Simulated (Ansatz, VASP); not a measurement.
**One calculation of B3P3H2, two programs**

```
CELL_PARAMETERS angstrom
19.50000 0.00000 0.00000
0.00000 9.30000 0.00000
0.00000 0.00000 5.56178
ATOMIC_POSITIONS crystal
B 0.70565 0.50000 0.33328
B 0.54134 0.50000 0.33568
B 0.62261 0.50000 0.83642
B 0.37739 0.50000 0.33642
B 0.45866 0.50000 0.83568
B 0.29435 0.50000 0.83328
P 0.62344 0.50000 0.17063
P 0.70174 0.50000 0.65840
P 0.45908 0.50000 0.16848
P 0.54092 0.50000 0.66848
P 0.29826 0.50000 0.15840
P 0.37656 0.50000 0.67063
H 0.75960 0.50000 0.22956
H 0.24040 0.50000 0.72956
H 0.76401 0.50000 0.78830
H 0.23599 0.50000 0.28830
```

Alike in both runs: functional PBEsol; k mesh 1 × 1 × 6; occupations gaussian, width 0.05 eV; no spin polarisation.

Ansatz relaxed the structure, and its values are those at the end. VASP's run is a single point on that final structure, the one shown.

```csv
,VASP,Ansatz
version,VASP 6.6.1,Ansatz 0.2.0
potentials or method,"VASP PAW PBE potentials, release 64 (B, P, H)","scalar-relativistic, plane waves, PAW"
plane-wave cutoff (eV),520,420
valence electrons in the cell,52,52
```

|  | VASP | Ansatz | Ansatz less VASP |
| --- | --- | --- | --- |
| gap on the k mesh at the Fermi level (eV) | 1.14 | 1.13 | -0.011 |
| least direct gap on the mesh (eV) | 1.14 | 1.13 | -0.011 |
| rms of the force components (eV/Å) | 0.008 | 0.003 | -0.0051 |

With one functional, cell and mesh, what is left measures potentials, basis and numerics. Ansatz warned: «xc_potential_rough_in_thin_density».

Caveats: the PAW data sets were made with another functional, which shifts forces and pressure a little (VASP). A hybrid or GW would open this gap; PBEsol tends to underestimate it.
